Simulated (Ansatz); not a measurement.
Consider the following.

LaAlO3 (R-3c-perovskite type, space group R-3c)

```xyz
10
Lattice="2.7062 1.5624 4.3975 -2.7062 1.5624 4.3975 0.0000 -3.1249 4.3975" Properties=species:S:1:pos:R:3 pbc="T T T"
La     0.0000     0.0000     3.2981
La     0.0000     0.0000     9.8944
Al     0.0000     0.0000     0.0000
Al     0.0000     0.0000     6.5963
O      0.2094     1.5624     7.6956
O     -1.4578    -0.5998     7.6956
O      1.2484    -0.9626     7.6956
O     -0.2094    -1.5624     5.4969
O      1.4578     0.5998     5.4969
O     -1.2484     0.9626     5.4969
```

A phonon eigenvector at Γ is frozen into this cell: atom i moves by Q times the vector below, so Q is the largest atomic displacement, in Å. The cell is held. It is one choice among 2 degenerate patterns.

```tsv
atom	x	y	z
La1	0.000	0.041	0.000
La2	0.000	0.041	0.000
Al3	0.077	-0.112	0.000
Al4	-0.077	-0.112	0.000
O5	0.000	0.520	-0.854
O6	0.500	-0.345	0.427
O7	-0.500	-0.345	0.427
O8	0.000	0.520	-0.854
O9	0.500	-0.345	0.427
O10	-0.500	-0.345	0.427
```

Calculation: PBE (plane waves to 420 eV, PAW, scalar-relativistic; Ansatz, an electronic-structure program). k mesh 8×8×8 (Γ-centred), Fermi-Dirac smearing 0.05 eV. The energy includes the smearing's −TS. LaAlO3 is run without spin polarisation. LaAlO3 was relaxed with its symmetry unable to fall. The PAW data are Ansatz's earlier set. The zero of ΔE is the undisplaced structure.

The scan covers Q from -0.180 to 0.180 Å in 13 points.

**Question.** Is the energy the same for equal positive and negative displacements?

**Answer.** Even: the same for both signs.

**Question.** Which space group does the distorted structure have?

**Answer.** Cc (No. 9), lowered from R-3c.

**Question.** Is this a single well or a double well?

**Answer.** A single well with its minimum at or next to zero displacement.

**Question.** What is the energy change at Q = 0.180 Å?

**Answer.** 349 meV/cell.

**Question.** What harmonic wavenumber does the curvature at Q = 0 give?

**Answer.** 287 cm⁻¹.

(For displaced atoms, the force is minus the slope of the energy, and its curvature is a force constant, which sets phonon frequencies.)
